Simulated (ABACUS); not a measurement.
Write an ASE script for ABACUS 3.10.1 that does the following.

- Task: single point
- Functional: RPBE
- Potentials or basis: SSSP 1.3 efficiency PBE
- Cutoff: 748 eV
- Density cutoff: 5987 eV
- Basis: plane waves
- k mesh: 9 × 9 × 9
- Occupations: fermi-dirac, width 0.05 eV
- Spin: no spin polarisation
- Radial cutoff of the potentials (pseudo_rcut): 10 bohr
- SCF threshold on the density: 1e-08
- Max SCF steps: 100
- Eigensolver: dav
- Mixing: broyden
- Mixing share: 0.7
- Symmetry key: 1

The structure of Ti lies in Ti.cif:

```cif
data_Ti
_cell_length_a 3.28200000
_cell_length_b 3.28200000
_cell_length_c 3.28200000
_cell_angle_alpha 90.00000000
_cell_angle_beta 90.00000000
_cell_angle_gamma 90.00000000
_space_group_name_H-M_alt 'Im-3m'
_space_group_name_Hall '-I 4 2 3'
_space_group_IT_number 229
loop_
_space_group_symop_operation_xyz
'x,y,z'
'-x,-y,-z'
'-y,x,z'
'y,-x,-z'
'-x,-y,z'
'x,y,-z'
'y,-x,z'
'-y,x,-z'
'x,-y,-z'
'-x,y,z'
'-y,-x,-z'
'y,x,z'
'-x,y,-z'
'x,-y,z'
'y,x,-z'
'-y,-x,z'
'z,x,y'
'-z,-x,-y'
'z,-y,x'
'-z,y,-x'
'z,-x,-y'
'-z,x,y'
'z,y,-x'
'-z,-y,x'
'-z,x,-y'
'z,-x,y'
'-z,-y,-x'
'z,y,x'
'-z,-x,y'
'z,x,-y'
'-z,y,x'
'z,-y,-x'
'y,z,x'
'-y,-z,-x'
'x,z,-y'
'-x,-z,y'
'-y,z,-x'
'y,-z,x'
'-x,z,y'
'x,-z,-y'
'-y,-z,x'
'y,z,-x'
'-x,-z,-y'
'x,z,y'
'y,-z,-x'
'-y,z,x'
'x,-z,y'
'-x,z,-y'
'x+1/2,y+1/2,z+1/2'
'-x+1/2,-y+1/2,-z+1/2'
'-y+1/2,x+1/2,z+1/2'
'y+1/2,-x+1/2,-z+1/2'
'-x+1/2,-y+1/2,z+1/2'
'x+1/2,y+1/2,-z+1/2'
'y+1/2,-x+1/2,z+1/2'
'-y+1/2,x+1/2,-z+1/2'
'x+1/2,-y+1/2,-z+1/2'
'-x+1/2,y+1/2,z+1/2'
'-y+1/2,-x+1/2,-z+1/2'
'y+1/2,x+1/2,z+1/2'
'-x+1/2,y+1/2,-z+1/2'
'x+1/2,-y+1/2,z+1/2'
'y+1/2,x+1/2,-z+1/2'
'-y+1/2,-x+1/2,z+1/2'
'z+1/2,x+1/2,y+1/2'
'-z+1/2,-x+1/2,-y+1/2'
'z+1/2,-y+1/2,x+1/2'
'-z+1/2,y+1/2,-x+1/2'
'z+1/2,-x+1/2,-y+1/2'
'-z+1/2,x+1/2,y+1/2'
'z+1/2,y+1/2,-x+1/2'
'-z+1/2,-y+1/2,x+1/2'
'-z+1/2,x+1/2,-y+1/2'
'z+1/2,-x+1/2,y+1/2'
'-z+1/2,-y+1/2,-x+1/2'
'z+1/2,y+1/2,x+1/2'
'-z+1/2,-x+1/2,y+1/2'
'z+1/2,x+1/2,-y+1/2'
'-z+1/2,y+1/2,x+1/2'
'z+1/2,-y+1/2,-x+1/2'
'y+1/2,z+1/2,x+1/2'
'-y+1/2,-z+1/2,-x+1/2'
'x+1/2,z+1/2,-y+1/2'
'-x+1/2,-z+1/2,y+1/2'
'-y+1/2,z+1/2,-x+1/2'
'y+1/2,-z+1/2,x+1/2'
'-x+1/2,z+1/2,y+1/2'
'x+1/2,-z+1/2,-y+1/2'
'-y+1/2,-z+1/2,x+1/2'
'y+1/2,z+1/2,-x+1/2'
'-x+1/2,-z+1/2,-y+1/2'
'x+1/2,z+1/2,y+1/2'
'y+1/2,-z+1/2,-x+1/2'
'-y+1/2,z+1/2,x+1/2'
'x+1/2,-z+1/2,y+1/2'
'-x+1/2,z+1/2,-y+1/2'
loop_
_atom_site_label
_atom_site_type_symbol
_atom_site_symmetry_multiplicity
_atom_site_Wyckoff_symbol
_atom_site_fract_x
_atom_site_fract_y
_atom_site_fract_z
_atom_site_occupancy
Ti1 Ti 2 a 0.0000000000 0.0000000000 0.0000000000 1
```

This isn't the form of Ti at room conditions, which is hcp.

One way to write it, as run:

run_abacus.py

```python
"""ABACUS run from a structure file: ASE reads it, the script writes STRU, KPT and INPUT."""
import re
import subprocess
import spglib
from ase import Atoms
from ase.io import read
from ase.units import Bohr

atoms = read("Ti.cif")
cell, frac, numbers = spglib.standardize_cell((atoms.cell[:], atoms.get_scaled_positions(), atoms.numbers), to_primitive=True, symprec=1e-4)
atoms = Atoms(numbers=numbers, cell=cell, scaled_positions=frac, pbc=True)  # the primitive cell
atoms = atoms[(-atoms.numbers).argsort(kind="stable")]  # ABACUS lists atoms element by element
pseudo = {'Ti': 'ti_pbe_v1.4.uspp.F.UPF'}
orbital = {}
magmoms = None
kmesh = [9, 9, 9]
params = {
    'suffix': 'Ti',
    'calculation': 'scf',
    'basis_type': 'pw',
    'pseudo_dir': './',
    'symmetry': 1,
    'dft_functional': 'GGA_X_RPBE+GGA_C_PBE',
    'ecutwfc': 55,
    'pseudo_rcut': 10,
    'nspin': 1,
    'nbands': 16,
    'ks_solver': 'dav',
    'smearing_method': 'fd',
    'smearing_sigma': 0.00367493,
    'scf_thr': 1e-08,
    'scf_nmax': 100,
    'mixing_type': 'broyden',
    'mixing_beta': 0.7,
    'cal_force': 1,
    'cal_stress': 1,
    'ecutrho': 440,
    'out_chg': 1,
    'kpar': 4,
}

symbols = atoms.get_chemical_symbols()
elements = list(dict.fromkeys(symbols))
lines = ["ATOMIC_SPECIES"] + [f"{e} {atoms.get_masses()[symbols.index(e)]:.4f} {pseudo[e]}" for e in elements]
if orbital:
    lines += ["", "NUMERICAL_ORBITAL"] + [orbital[e] for e in elements]
lines += ["", "LATTICE_CONSTANT", f"{1 / Bohr:.10f}", "", "LATTICE_VECTORS"]
lines += [" ".join(f"{x:.10f}" for x in v) for v in atoms.cell]
lines += ["", "ATOMIC_POSITIONS", "Direct"]
for e in elements:
    lines += ["", e, "0.0", str(symbols.count(e))]
    for i, p in enumerate(atoms.get_scaled_positions(wrap=False)):
        if symbols[i] == e:
            mag = "" if magmoms is None else " mag " + " ".join(str(x) for x in (magmoms[i] if isinstance(magmoms[i], list) else [magmoms[i]]))
            lines.append(" ".join(f"{x:.10f}" for x in p) + " 1 1 1" + mag)
open("STRU", "w").write("\n".join(lines) + "\n")
open("KPT", "w").write("K_POINTS\n0\nGamma\n%d %d %d 0 0 0\n" % tuple(kmesh))
open("INPUT", "w").write("INPUT_PARAMETERS\n" + "".join(f"{k:<20s}{v}\n" for k, v in params.items()))

done = subprocess.run(['mpirun', '-np', '4', 'abacus'])
if done.returncode:
    raise SystemExit(done.returncode)
log = open("OUT.Ti/running_scf.log").read()
print("final energy (eV):", re.findall(r"FINAL_ETOT_IS (\S+)", log))
```

Potentials or basis: SSSP 1.3 efficiency PBE, plane waves.

Launch:

```console
$ OMP_NUM_THREADS=1 python run_abacus.py > log
```

It gave:

```json
{
 "Pressure": "0.7 GPa",
 "Band gap on the k mesh": "none (metal or under the smearing width)"
}
```

Caveat: the potentials were made for another functional, which shifts forces and pressure.

It took 7.4 s on 4 MPI ranks on Intel(R) Xeon(R) Platinum 8488C (Sapphire Rapids), with other jobs on the host, peak memory 0.48 GiB a rank.
